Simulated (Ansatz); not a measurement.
A crystal relaxed with r2SCAN in the plane-wave code Ansatz has space group P6_3mc (No. 186) and a = 4.651 Å, c = 7.599 Å.

```csv
atom,site,x,y,z
Xx,2b,0.3333,0.6667,0.0000
I,2b,0.3333,0.6667,0.3750
```

r2SCAN gives a direct gap of 1.86 eV at Γ. The HSE06 gap is direct at Γ: 2.53 eV. Meshes: r2SCAN 6×6×4, HSE06 6×6×2.

Question: Which element is Xx?
A. Au
B. Cu
C. Li
D. Ag

Answer: D. Xx is Ag: wurtzite AgI. Ag has 4 I at 2.85 Å; I has 4 Ag at 2.85 Å.

The values are computed, spin-unpolarised, and not measurements.

Spin-orbit coupling is left out, which matters wherever the heavy atoms make up the band edges.

The meshes of the hybrids are coarse, so their gaps aren't converged to the digits shown.
